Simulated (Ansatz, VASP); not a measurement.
## Co (linear Co chain) in two plane-wave programs

One calculation is typed for both programs; each brings its own data sets. How far apart do they land? The structure shown is the end of the Ansatz relaxation below.

Calculated with Ansatz 0.2.0; plane waves, with VASP 6.6.1 beside it; single point at LDA.

## 1. Starting point

The cell holds 1 atom: 1 Co. Its edges and angles: a = 7.500 Å, b = 7.500 Å, c = 2.087 Å, α = 90.0°, β = 90.0°, γ = 90.0°. Vacuum lies along a and b. The structure's axis is c.

## 2. Ansatz: relaxation, LDA

Ansatz runs on its default PAW (the set named soft_2) files.

This run makes the geometry at which the two programs are then compared.

Contents of input.yaml:

```yaml
crystal:
  lattice:
    - [7.5, 0.0, 0.0]
    - [0.0, 7.5, 0.0]
    - [0.0, 0.0, 2.3436]
  atoms:
    - { symbol: Co, position: [0.5, 0.5, 0.0], spin: 2.0 }
magnetization:
  spin_polarized: true
kpoints:
  mp_grid: { grid: [1, 1, 35] }
scf:
  occupations: { method: fermi_dirac, width: 0.05 }
hamiltonian:
  xc: lda
relax:
  cell: { fix: [a, b, alpha, beta, gamma] }
  max_steps: 60
```

Launch:

```console
ansatz run input.yaml --threads 4 --pin off --max-ram 8192MiB --backend cpu --events-out ev --progress --plain --runs-dir out
```

Numbers of over 12 decimals in the logs are rounded to 6 here.

What it wrote:

```text
Engine: ansatz 0.2.0, aarch64-unknown-linux-gnu
Pseudopotentials: kind: paw
Pseudopotential: Co, paw, valence charge 17, recommended cutoff 420 eV (normal), Co.paw.azcp
Functional definition: SPW92
  exchange = slater_x
  correlation = pw_c
Crystal: 1 atoms, lattice volume = 131.827 Å³
Basis set: ecut = 420 eV, 2551 PW (Γ)
Bands: 14, of which v1, the nominal top of the filled ones, is band 9 counted from 1 (8 counted from 0)
Symmetry: 16 space group operations
Space group: P4/mmm (ITA 123), of the structure as read, at distance tolerance 5.1e-5 Å
Magnetic group: BNS 123.339 (UNI 999), of the structure as read, at distance tolerance 5.1e-5 Å
k-points: 18 of 35
Non-local potential: Co, projectors of the file, l = 0: 3, l = 1: 2, l = 2: 3, l = 3: 1
PAW form: soft (Blöchl's): semilocal exchange-correlation on the pseudo side does not see the compensation charge
PAW frozen core: Co, regenerated for the run's functional, and the local potential with it (the file was generated under x = pbe(κ = 0.804, μ = 0.219515), c = pbe(β = 0.066725))
PAW one-centre angular grid: Co, 590 points (default); XC on 64 Gauss nodes
Initial density: superposition of atomic densities (neutral atoms: chi_scale 0, normalization atom)
Starting moments: Σ|m| = 2 μB on 1 of 1 site
Initial wavefunctions: pseudopotential atomic-orbital guess
Functional: x = slater, c = lda
SCF iter   1: F=—  HF=-5057.744177 eV  |F-HF|=—  |Δ(HF+E_count)|=         —  Δρ=2.99e-2 (↑2.99e-2 ↓9.74e-3)  dr2=1.18e0  dr2_m=3.72e-1  M=2.324 μB ∫|m|=2.329 μB  β_m=0.30  ethr=3.10e-3  ⟨swp⟩=5.3  Hψ=2959  notcnv=0
Mixer restart at iter 1: flushing history
preconditioner: auto → LDOS  [metal: Δε(μ)=0.033 eV  Ē_g=6.240 eV  σ=0.050 eV  W_gap=0.16  n_scr=20 (ndim 8)  ℏωp=9.7 eV  f_vac=0.695  D(μ)=4.21/eV (n_scr^D=24)]
spin=Collinear: LDOS preconditioning applied to the charge; magnetization (m = ρ↑ − ρ↓) channel mixes plain (no charge-response kernel on spin).
SCF iter   2: F=—  HF=-5058.162989 eV  |F-HF|=—  |Δ(HF+E_count)|=   4.19e-1  Δρ=1.66e-2 (↑1.66e-2 ↓1.04e-2)  dr2=3.45e-1  dr2_m=1.93e-1  M=2.331 μB ∫|m|=2.340 μB  β_m=0.52  ethr=3.10e-3  ⟨swp⟩=2.3  Hψ=1118  notcnv=0  defer=7
SCF iter   3: F=—  HF=-5058.617052 eV  |F-HF|=—  |Δ(HF+E_count)|=   4.54e-1  Δρ=3.09e-3 (↑3.09e-3 ↓2.10e-3)  dr2=1.37e-2  dr2_m=5.81e-3  M=2.312 μB ∫|m|=2.329 μB  β_m=0.59  ethr=2.03e-3  ⟨swp⟩=3.0  Hψ=944  notcnv=0  defer=7
SCF iter   4: F=—  HF=-5058.664179 eV  |F-HF|=—  |Δ(HF+E_count)|=         —  Δρ=1.36e-3 (↑1.36e-3 ↓9.84e-4)  dr2=2.09e-3  dr2_m=4.49e-4  M=2.299 μB ∫|m|=2.318 μB  β_m=0.59  ethr=8.05e-5  ⟨swp⟩=2.6  Hψ=1093  notcnv=0  defer=7
Mixer restart at iter 4: flushing history
SCF iter   5: F=—  HF=-5058.665983 eV  |F-HF|=—  |Δ(HF+E_count)|=   1.80e-3  Δρ=7.99e-4 (↑7.99e-4 ↓7.14e-4)  dr2=1.96e-4  dr2_m=5.17e-4  M=2.287 μB ∫|m|=2.305 μB  β_m=0.79  ethr=1.23e-5  ⟨swp⟩=1.8  Hψ=542  notcnv=0  defer=7
SCF iter   6: F=—  HF=-5058.667093 eV  |F-HF|=—  |Δ(HF+E_count)|=   1.11e-3  Δρ=5.96e-4 (↑5.96e-4 ↓1.95e-4)  dr2=3.05e-4  dr2_m=9.83e-5  M=2.280 μB ∫|m|=2.299 μB  β_m=0.90  ethr=1.16e-6  ⟨swp⟩=2.3  Hψ=930  notcnv=0  defer=7
SCF iter   7: F=—  HF=-5058.667119 eV  |F-HF|=—  |Δ(HF+E_count)|=   2.61e-5  Δρ=2.81e-4 (↑2.81e-4 ↓2.72e-4)  dr2=2.00e-4  dr2_m=6.88e-7  M=2.270 μB ∫|m|=2.289 μB  β_m=0.75  ethr=1.16e-6  ⟨swp⟩=2.1  Hψ=794  notcnv=0  defer=7
SCF iter   8: F=—  HF=-5058.667075 eV  |F-HF|=—  |Δ(HF+E_count)|=   4.40e-5  Δρ=1.14e-4 (↑1.14e-4 ↓9.32e-5)  dr2=2.85e-5  dr2_m=2.19e-7  M=2.272 μB ∫|m|=2.292 μB  β_m=0.52  ethr=1.16e-6  ⟨swp⟩=1.0  Hψ=504  notcnv=0  defer=7
SCF iter   9: F=—  HF=-5058.667068 eV  |F-HF|=—  |Δ(HF+E_count)|=   7.06e-6  Δρ=1.87e-5 (↑1.60e-5 ↓1.87e-5)  dr2=7.90e-7  dr2_m=2.34e-8  M=2.274 μB ∫|m|=2.293 μB  β_m=0.76  ethr=1.67e-7  ⟨swp⟩=2.3  Hψ=663  notcnv=0  defer=7
SCF iter  10: F=—  HF=-5058.667068 eV  |F-HF|=—  |Δ(HF+E_count)|=   1.70e-7  Δρ=3.41e-6 (↑1.03e-6 ↓3.41e-6)  dr2=1.10e-8  dr2_m=2.11e-9  M=2.274 μB ∫|m|=2.293 μB  β_m=0.72  ethr=4.65e-9  ⟨swp⟩=2.5  Hψ=774  notcnv=0  defer=7
SCF iter  11: F=-5058.667068 eV  HF=-5058.667068 eV  |F-HF|=6.50e-9  |Δ(HF+E_count)|=   1.26e-9  Δρ=1.59e-6 (↑1.55e-6 ↓1.59e-6)  dr2=7.26e-9  dr2_m=2.99e-11  M=2.274 μB ∫|m|=2.293 μB  ethr=6.45e-11  ⟨swp⟩=2.0  Hψ=1443  notcnv=0
SCF 1 converged in 11 iterations: F = -5058.667068 eV  dr2 = 7.26e-9
  greatest PAW one-centre occupation: 1.004 electrons in one spin orbital (limit 2), on the Co atom at site 0 (counted from 0), in its partial waves of l = 1
relax step   1: F+E_penalty+E_count = -5058.66706796 eV  Δ(F+E_penalty+E_count) = +0.000e0 eV  max|allowed force component| = 0.000e0 eV/Å  Δτ_max = 0.0000 Å  P = -1.595 GPa  Ω = 131.827 Å³  fix = [a, b, alpha, beta, gamma]  reactions: a -0.139, b -0.139 GPa  (11 SCF iters, dr2 threshold 1.00e-7 eV, accepted)
[...]
relax step   4: F+E_penalty+E_count = -5058.91689025 eV  Δ(F+E_penalty+E_count) = -7.795e-3 eV  max|allowed force component| = 0.000e0 eV/Å  Δτ_max = 0.0000 Å  P = +0.120 GPa  Ω = 116.412 Å³  energy of the carried Pulay correction = +1.894e-3 eV  fix = [a, b, alpha, beta, gamma]  reactions: a -0.127, b -0.127 GPa  (8 SCF iters, dr2 threshold 1.00e-7 eV, accepted)
[...]
relax step   5: F+E_penalty+E_count = -5058.91877075 eV  Δ(F+E_penalty+E_count) = -1.880e-3 eV  max|allowed force component| = 0.000e0 eV/Å  Δτ_max = 0.0000 Å  P = -0.074 GPa  Ω = 117.418 Å³  energy of the carried Pulay correction = +1.763e-3 eV  fix = [a, b, alpha, beta, gamma]  reactions: a -0.127, b -0.127 GPa  (6 SCF iters, dr2 threshold 1.00e-7 eV, accepted)
[...]
relax step   6: F+E_penalty+E_count = -5058.91779020 eV  Δ(F+E_penalty+E_count) = +9.805e-4 eV  max|allowed force component| = 0.000e0 eV/Å  Δτ_max = 0.0000 Å  P = -0.081 GPa  Ω = 117.418 Å³  fix = [a, b, alpha, beta, gamma]  reactions: a -0.133, b -0.133 GPa  stress off target by 2.16e-2 GPa on what of the cell is left free  SCF on the basis re-selected at this cell (its energy is not comparable with the rows above)  (10 SCF iters)
basis re-selected at this cell: Δ(F+E_penalty+E_count) = +9.805e-4 eV, ΔP = -0.007 GPa vs the last step (what re-selecting the basis moved, of the pressure what is left beyond the Pulay correction that the steps carried, after the strain that the cell walked since its last selection, with what the two solves' SCF thresholds leave and, on support functions, any second-order correction that the steps lacked; it is no measure of the basis error at this ecutwfc). The dense FFT grid was sized anew with the basis: this SCF ran on 54×54×15 points, the steps before it on 54×54×16, so part of this shift can come from that change (see relax.cell in the input reference). [rest of the remark cut]
SCF converged after 10 iterations
Magnetization: 2.1891 μB (9.5945 up, 7.4055 down)
Absolute magnetization: 2.2023 μB (∫|ρ↑−ρ↓|, with the PAW one-centre terms)
Spin contamination: 0.0119 ħ² per cell (⟨S²⟩ above its minimum at these occupations)
Per-site moments (μB) at R_I (Å): [(1.981409, 0.861066)]
Free energy (F): -5058.917790 eV
Harris-Foulkes:  -5058.917790 eV  (|F-HF|=2.73e-12)
Internal energy: -5058.900256 eV  (E = F + TS)
E sigma→0 (E₀):  -5058.909023 eV
Entropy (-TS):   -0.017534 eV (-17.534 meV/atom)
Fermi energy:    -2.764250 eV
--- Per-component energies (eV) ---
  E_band       = -596.794612
  E_kinetic    = 452.672893
  E_local      = -7331.405997  (includes V_loc(G=0)·N_el)
  E_nonlocal   = 469.618984
  E_hartree    = 3257.075375
  E_xc         = -152.843066
  E_vxc        = -198.375816  (∫ρ·V_xc dr)
  E_paw        = -1460.388040  (= ΣΔE_a)
  E_vpaw       = -503.455460  (= ΣTr[D̂ρ^β])
  E_aug_tail   = 0.000031  (compensation charges beyond the density's cutoff)
  E_ewald      = -294.048686
  E_core_change = 0.418251  (= ΣΔE_core)
  E_smearing   = -0.017534  (= −TS)
  E_closure    = -0.000000  (closes the sum)
  Σ components = -5058.917790   (vs F -5058.917790, Δ=0.00e0)
--- Forces (eV/Å), atoms counted from 1 ---
  atom   1  Co     0.00000000    -0.00000000     0.00000000
  max |Σ_I F_I| component: 2.52e-28 eV/Å
--- Stress (GPa, compression-positive) ---
       -0.132792       0.000000       0.000000
        0.000000      -0.132792       0.000000
        0.000000       0.000000       0.021550
  P = ⅓ Tr σ = -0.0813 GPa (-0.813 kbar)
--- Relaxed structure (5 steps of the walk, 5 accepted, 1 SCFs on fresh bases) ---
  F+E_penalty+E_count = -5058.91779020 eV   max|allowed force component| = 0.000e0 eV/Å   (the final SCF, on the basis selected at the relaxed cell)
  cell:  # Å, volume = 117.4181 Å³
    - [7.5, 0.0, 0.0]
    - [0.0, 7.5, 0.0]
    - [0.0, 0.0, 2.087433]
  atoms:
    - { symbol: Co, position: [0.5, 0.5, 0.0] }
```

## 3. VASP: single point, LDA

The same cell, functional (in two slightly different forms), mesh and smearing now go to VASP, with its own data sets.

Lines of VASP's logs that name or quote its potential files are left out, and so is its time.

Contents of INCAR:

```
SYSTEM = Co
PREC = Accurate
ENCUT = 600
EDIFF = 1E-06
NELM = 200
ISMEAR = -1
SIGMA = 0.05
LREAL = .FALSE.
ALGO = Normal
GGA = CA
NBANDS = 13
ISPIN = 2
MAGMOM = 1.98
LASPH = .TRUE.
LMAXMIX = 4
LORBIT = 11
LWAVE = .FALSE.
LCHARG = .FALSE.
ISIF = 2
GGA_COMPAT = .FALSE.
```

Contents of POSCAR:

```
Co
1.0
    7.5000000000      0.0000000000      0.0000000000
    0.0000000000      7.5000000000      0.0000000000
    0.0000000000      0.0000000000      2.0874333528
Co
1
Direct
    0.5000000000      0.5000000000      0.0000000000
```

Contents of KPOINTS:

```
Automatic mesh
0
Gamma
1 1 35
0 0 0
```

Potentials, in the order of the species: Co (LDA family, release 64).

Launch:

```console
mpirun -np 1 vasp_std
```

What it wrote:

```text
[banner, memory and clock lines left out]
running    1 mpi-ranks, on    1 nodes
 distrk:  each k-point on    1 cores,    1 groups
 distr:  one band on    1 cores,    1 groups

 POSCAR found type information on POSCAR Co
 POSCAR found :  1 types and       1 ions
 LDA part: xc-table for (Slater(with rela. corr.)+CA(PZ))
 , standard interpolation
 POSCAR, INCAR and KPOINTS ok, starting setup
 FFT: planning ... GRIDC
 FFT: planning ... GRID_SOFT
 FFT: planning ... GRID
 WAVECAR not read
 entering main loop
       N       E                     dE             d eps       ncg     rms          rms(c)
DAV:   1     0.410057495001E+02    0.41006E+02   -0.31539E+03   936   0.534E+02
DAV:   2    -0.325428415075E+01   -0.44260E+02   -0.38726E+02  1066   0.113E+02
DAV:   3    -0.451119924056E+01   -0.12569E+01   -0.12511E+01  1204   0.233E+01
DAV:   4    -0.452596398691E+01   -0.14765E-01   -0.14763E-01  1222   0.310E+00
DAV:   5    -0.452619822584E+01   -0.23424E-03   -0.23424E-03  1134   0.299E-01    0.634E+00
DAV:   6    -0.458240302562E+01   -0.56205E-01   -0.59991E+00  1137   0.281E+01    0.617E+00
DAV:   7    -0.430163285465E+01    0.28077E+00   -0.14990E+00  1051   0.129E+01    0.234E+00
DAV:   8    -0.429349760794E+01    0.81352E-02   -0.29069E-02  1070   0.105E+00    0.128E+00
DAV:   9    -0.428963844984E+01    0.38592E-02   -0.97158E-03   990   0.100E+00    0.468E-01
DAV:  10    -0.429203869901E+01   -0.24002E-02   -0.56744E-03   987   0.544E-01    0.139E-01
DAV:  11    -0.429211967816E+01   -0.80979E-04   -0.81576E-04   971   0.221E-01    0.706E-02
DAV:  12    -0.429215728364E+01   -0.37605E-04   -0.18927E-04  1003   0.129E-01    0.258E-02
DAV:  13    -0.429221044245E+01   -0.53159E-04   -0.10800E-05   956   0.200E-02    0.208E-02
DAV:  14    -0.429227728501E+01   -0.66843E-04   -0.29018E-05   966   0.277E-02    0.108E-02
DAV:  15    -0.429230520259E+01   -0.27918E-04   -0.35755E-06   961   0.753E-03    0.574E-03
DAV:  16    -0.429233120899E+01   -0.26006E-04   -0.51937E-06   961   0.187E-02    0.494E-03
DAV:  17    -0.429233713157E+01   -0.59226E-05   -0.69456E-07   956   0.435E-03    0.107E-03
DAV:  18    -0.429233992682E+01   -0.27952E-05   -0.30664E-07   951   0.132E-03    0.843E-04
DAV:  19    -0.429234091251E+01   -0.98569E-06   -0.15329E-07   966   0.989E-04
   1 F= -.42923409E+01 E0= -.42830070E+01  d E =-.186678E-01  mag=     2.1591
```

OUTCAR, selected parts (step 3):

```text
ion  position               nearest neighbor table
   1  0.500  0.500  0.000-

  LATTYP: Found a simple tetragonal cell.
 ALAT       =     7.5000000000
 C/A-ratio  =     0.2783244470

 Subroutine GETGRP returns: Found 16 space group operations
 (whereof 16 operations were pure point group operations)

The static configuration has the point symmetry D_4h.

 Found     18 irreducible k-points:

   k-points           NKPTS =     18   k-points in BZ     NKDIM =     18   number of bands    NBANDS=     13

   dimension x,y,z NGX =    60 NGY =   60 NGZ =   18
   dimension x,y,z NGXF=   120 NGYF=  120 NGZF=   36

   ENCUT  =  600.0 eV  44.10 Ry    6.64 a.u.  14.98 14.98  4.17*2*pi/ulx,y,z

   NELECT =       9.0000    total number of electrons

 k-points in reciprocal lattice and weights: Automatic mesh
   0.00000000  0.00000000  0.00000000       0.029
   0.00000000  0.00000000  0.02857143       0.057
   0.00000000  0.00000000  0.05714286       0.057
   0.00000000  0.00000000  0.08571429       0.057
   0.00000000  0.00000000  0.11428571       0.057
   0.00000000  0.00000000  0.14285714       0.057
   0.00000000  0.00000000  0.17142857       0.057
   0.00000000  0.00000000  0.20000000       0.057
   0.00000000  0.00000000  0.22857143       0.057
[...]
0.00000000  0.00000000  0.45714286       0.057
   0.00000000  0.00000000  0.48571429       0.057

 average (electrostatic) potential at core
       1 -91.5880

 E-fermi :  -3.5503

 spin component 1
 k-point     1 :       0.0000    0.0000    0.0000
  band No.  band energies     occupation
    ...
      2      -5.8332      1.00000
      3      -5.8315      1.00000
      4      -5.7461      1.00000
      5      -3.9676      0.99976
      6      -3.9676      0.99976
      7      -1.4488      0.00000
      8      -1.4488      0.00000
      9       0.8862      0.00000
     10       2.0155      0.00000
     11       3.8813      0.00000
    ...

 k-point     2 :       0.0000    0.0000    0.0286
  band No.  band energies     occupation
    ...
      2      -5.8273      1.00000
      3      -5.8256      1.00000
      4      -5.7271      1.00000
      5      -4.0168      0.99991
      6      -4.0168      0.99991
      7      -1.3925      0.00000
      8      -1.3925      0.00000
      9       0.9133      0.00000
     10       2.0426      0.00000
     11       3.9074      0.00000
    ...

 k-point     3 :       0.0000    0.0000    0.0571
  band No.  band energies     occupation
    ...
      2      -5.8097      1.00000
      3      -5.8081      1.00000
      4      -5.6700      1.00000
      5      -4.1533      0.99999
      6      -4.1533      0.99999
      7      -1.2335      0.00000
      8      -1.2335      0.00000
      9       0.9946      0.00000
     10       2.1240      0.00000
     11       3.9857      0.00000
    ...

 k-point     4 :       0.0000    0.0000    0.0857
  band No.  band energies     occupation
    ...
      2      -5.7811      1.00000
      3      -5.7796      1.00000
      4      -5.5749      1.00000
      5      -4.3534      1.00000
      6      -4.3534      1.00000
      7      -0.9926      0.00000
      8      -0.9926      0.00000
      9       1.1301      0.00000
     10       2.2598      0.00000
     11       4.1163      0.00000
    ...

 k-point     5 :       0.0000    0.0000    0.1143
  band No.  band energies     occupation
    ...
      2      -5.7422      1.00000
      3      -5.7409      1.00000
      4      -5.4412      1.00000
      5      -4.5939      1.00000
      6      -4.5939      1.00000
      7      -0.6885      0.00000
      8      -0.6885      0.00000
      9       1.3199      0.00000
     10       2.4499      0.00000
     11       4.2994      0.00000
    ...

 k-point     6 :       0.0000    0.0000    0.1429
  band No.  band energies     occupation
    ...
      2      -5.6942      1.00000
      3      -5.6932      1.00000
      4      -5.2679      1.00000
      5      -4.8571      1.00000
      6      -4.8571      1.00000
      7      -0.3331      0.00000
      8      -0.3331      0.00000
      9       1.5641      0.00000
     10       2.6947      0.00000
     11       4.5351      0.00000
    ...

  Total       -0.1056543     -0.1056543     -0.2013662     -0.0000000     -0.0000000      0.0000000
  in kB       -1.4416586     -1.4416586     -2.7476532     -0.0000000     -0.0000000      0.0000000
  external PRESSURE =      -1.8769901 kB  Pullay stress =       0.0000000 kB

  energy-cutoff  :      600.00
  volume of cell :      117.42
      direct lattice vectors                 reciprocal lattice vectors
     7.500000000  0.000000000  0.000000000     0.133333333  0.000000000  0.000000000
     0.000000000  7.500000000  0.000000000     0.000000000  0.133333333  0.000000000
     0.000000000  0.000000000  2.087433353     0.000000000  0.000000000  0.479057211

 POSITION                                       TOTAL-FORCE (eV/Angst)
 -----------------------------------------------------------------------------------
      3.75000      3.75000      0.00000         0.000000      0.000000      0.000000
 -----------------------------------------------------------------------------------
    total drift:                                0.000000      0.000000     -0.000000

  FREE ENERGIE OF THE ION-ELECTRON SYSTEM (eV)
  ---------------------------------------------------
  free  energy   TOTEN  =        -4.2923409125 eV

  energy  without entropy=       -4.2736731571  energy(sigma->0) =       -4.28300703

 total charge
# of ion       s       p       d       tot
------------------------------------------
    1        0.542   0.175   7.316   8.034

 magnetization (x)
# of ion       s       p       d       tot
------------------------------------------
    1        0.052   0.016   2.005   2.073

[... 6 further parts left out ...]
```

## 4. Side by side

Known differences besides the potentials themselves: VASP starts from the moments at which Ansatz ended; the two LDA forms differ slightly; the data sets hold 17 valence electrons in Ansatz (on its default PAW (the set named soft_2) files) and 9 in VASP; the cutoff is 420 eV in Ansatz and 600 eV in VASP; VASP's log shows a relativistic correction to its local exchange, Ansatz's none; Ansatz's pressure holds a Pulay correction, VASP's none; site moments are counted in spheres of each program's own size. Total energies have different zeros and are not compared.

Compared:

```
          quantity  Ansatz   VASP  difference
    pressure (GPa)   -0.08  -0.19       +0.11
 total moment (μB)    2.19   2.16       +0.03
moment on Co1 (μB)    1.98   2.07       -0.09
```

## 5. Results

* difference in total moment (single point, LDA): 0.030 μB

In words: The difference in total moment is 0.030 μB (single point, LDA). The data sets hold unlike numbers of valence electrons (17 in Ansatz and 9 in VASP), so part of the differences comes from the potentials. How closely two codes agree says nothing of how well the functional describes the real material.

[Lines on the potential files, build, host, timing and source positions are cut from VASP's logs without a mark.]

[Logs are printed without paths, hosts, clocks, repeated set-up lines and the standing remarks that a program may print on its own settings, such as how far it seeks lower states.]

[Hosts, paths, dates, database ids (printed as entryN), source tags and the programs' standing remarks are cut or masked in the printed files.]
